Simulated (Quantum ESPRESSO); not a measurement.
Something may be wrong with this Quantum ESPRESSO 7.5 calculation of Ba.

Contents of pw.in:

```
&CONTROL
  calculation = 'scf'
  prefix = 'pwscf'
  outdir = './tmp'
  pseudo_dir = './pseudo'
  tprnfor = .true.
  disk_io = 'nowf'
/
&SYSTEM
  ibrav = 0
  nat = 1
  ntyp = 1
  ecutwfc = 44
  nbnd = 10
  input_dft = 'pbe0'
  occupations = 'smearing'
  smearing = 'fd'
  degauss = 0.00367493
  nqx1 = 4
  nqx2 = 4
  nqx3 = 4
  ecutfock = 88
  exx_fraction = 0.05
&ELECTRONS
  conv_thr = 1d-07
  electron_maxstep = 50
  mixing_beta = 0.5
  adaptive_thr = .true.
/
ATOMIC_SPECIES
Ba   137.3270 Ba_ONCV_PBE-1.2.upf
CELL_PARAMETERS angstrom
  -2.5065000000    2.5065000000    2.5065000000
   2.5065000000   -2.5065000000    2.5065000000
   2.5065000000    2.5065000000   -2.5065000000
ATOMIC_POSITIONS crystal
Ba     0.0000000000    0.0000000000    0.0000000000
K_POINTS automatic
4 4 4 0 0 0
```

Potentials or basis: SG15 PBE 1.2.

Run with:

```bash
$ OMP_NUM_THREADS=1 mpirun -n 2 pw.x -nk 2 -in pw.in > pw.out
```

pw.out:

```text
This program is part of the open-source Quantum ESPRESSO suite
     for quantum simulation of materials; please cite
         "P. Giannozzi et al., J. Phys.:Condens. Matter 21 395502 (2009);
         "P. Giannozzi et al., J. Phys.:Condens. Matter 29 465901 (2017);
         "P. Giannozzi et al., J. Chem. Phys. 152 154105 (2020);
     in publications or presentations arising from this work. More details at

 %%%%%%%%%%%%%%%%%%%%%%%%%%%%%%%%%%%%%%%%%%%%%%%%%%%%%%%%%%%%%%%%%%%%%%%%%%%%%%
     Error in routine  read_namelists (1):
      bad line in namelist &system: "&ELECTRONS" (error could be in the previous line)
 %%%%%%%%%%%%%%%%%%%%%%%%%%%%%%%%%%%%%%%%%%%%%%%%%%%%%%%%%%%%%%%%%%%%%%%%%%%%%%

     stopping ...

"abort". This may have caused other processes in the application to be
```

How did it end, and where is the flaw?

The input was rejected before any iteration. The input holds a flaw that was put in on purpose: missing end of a namelist.
